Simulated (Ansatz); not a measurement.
## Cu in Ansatz: the effect of functional

Cu:

```xyz
2
Lattice="1.2103 -3.9497 0.0000 1.2103 3.9497 0.0000 0.0000 0.0000 2.4589" Properties=species:S:1:pos:R:3 pbc="T T T"
Cu    1.2103   -2.8922    1.8442
Cu    1.2103    2.8922    0.6147
```

This isn't the form of Cu at room conditions, which is fcc.

The cell isn't the ideal one: volume scaled by 0.98.

Alike in all runs:

```yaml
Program: Ansatz 0.2.0
Task: single point
Potentials_or_basis: Ansatz PAW
k_mesh: 11 × 11 × 11
Occupations: fermi-dirac, width 0.05 eV
Spin: no spin polarisation
```

```tsv
functional	cutoff	pressure (GPa)	largest force (eV/Å)
LDA	420 eV (not typed: the program's choice for these potentials)	-4.7	0.02
PBEsol	420 eV (not typed: the program's choice for these potentials)	1.6	0.02
r2SCAN	500 eV (not typed: the program's choice for these potentials)	?	?
```

Question: What does the run with functional r2SCAN give?

Answer: Pressure 3.4 GPa; largest force 0.04 eV/Å.

Caveats: the PAW data sets come from PBE, with cores solved anew for the run's functional, which leaves a small shift of forces and pressure.
